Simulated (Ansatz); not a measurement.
Runs of Ansatz 0.2.0 on SiC (Moissanite). The structure is hexagonal, space group P6_3mc (No. 186). Conventional cell: a = 3.076 Å, b = 3.076 Å, c = 5.048 Å, α = 90.00°, β = 90.00°, γ = 120.00°. Around Si (site symmetry 3m) lie 4 C at 1.87 to 1.94 Å. Around C (site symmetry 3m) lie 4 Si at 1.87 to 1.94 Å. 

```tsv
task	level	potentials or basis	cell	k mesh	cutoff (eV)	smearing	points for each segment of the path	mesh quality	gap on the mesh (eV)	pressure (GPa)	V0 of scaled cells (Å³/atom)	relaxed volume (Å³/atom)	B0 (GPa)	largest force (eV/Å)
relaxation of cell and atoms	rPW86-PBE+rVV10	Ansatz PAW	relaxed	10 × 10 × 5	420	fermi-dirac 0.05 eV	-	not flagged	(a)	0.0	-	(b)	-	-
band structure	PBE	Ansatz PAW	as given	10 × 10 × 5	420	fermi-dirac 0.05 eV	14	not flagged	2.48	3.7	-	-	-	0.75
band structure	wPBEh	Ansatz PAW	as given	6 × 6 × 3	420	fermi-dirac 0.05 eV	4	not flagged	3.27	-0.5	-	-	-	(c)
relaxation of cell and atoms	r2SCAN+D3(BJ)	Ansatz PAW	relaxed	10 × 10 × 5	500	fermi-dirac 0.05 eV	-	not flagged	2.80	0.0	-	10.24	-	-
single point	PBE	Ansatz PAW	as given	3 × 3 × 2	420	fermi-dirac 0.05 eV	-	coarse	2.26	4.4	-	-	-	0.59
Born charges and dielectric tensor	LDA	Ansatz PAW	as given	10 × 10 × 5	420	fixed	-	not flagged	2.37	-	-	-	-	-
equation of state	PBEsol+D3(BJ)	Ansatz PAW	as given	10 × 10 × 5	420	fermi-dirac 0.05 eV	-	not flagged	-	-	10.18	-	229	-
equation of state	revPBE	Ansatz PAW	as given	10 × 10 × 5	420	fermi-dirac 0.05 eV	-	not flagged	-	-	10.64	-	207	-
relaxation of cell and atoms	wPBEh	Ansatz PAW	relaxed	5 × 5 × 3	420	fermi-dirac 0.05 eV	-	coarse	3.91	0.0	-	10.31	-	-
equation of state	PBE	PseudoDojo stringent	as given	10 × 10 × 5	1116	fermi-dirac 0.05 eV	-	not flagged	-	-	10.52	-	212	-
```

Alike in all rows: no spin polarisation.

**Question.** Fill in the values left out.

**Answer.** (a) 2.64; (b) 10.61; (c) 0.77.

Caveats: some runs use coarse meshes; odd divisions of the mesh miss points on the zone boundary, where band edges often lie, so the gap on the mesh can be too wide (some runs); the PAW data sets come from PBE, with cores solved anew for the run's functional, which leaves a small shift of forces and pressure (some runs); the plane-wave basis is chosen anew once the cell has moved, so the energies of steps on either side of that aren't comparable (some runs); the cell was scaled at fixed shape and fractional positions, which overstates the stiffness of a crystal with free parameters, most of all of layers and chains (some runs); the k mesh misses the band edges, so the gap on the mesh is wider than the one along the path (some runs); the thresholds are loose for stress (some runs); the dispersion damping was fitted for another functional or another form of the correction (some runs).
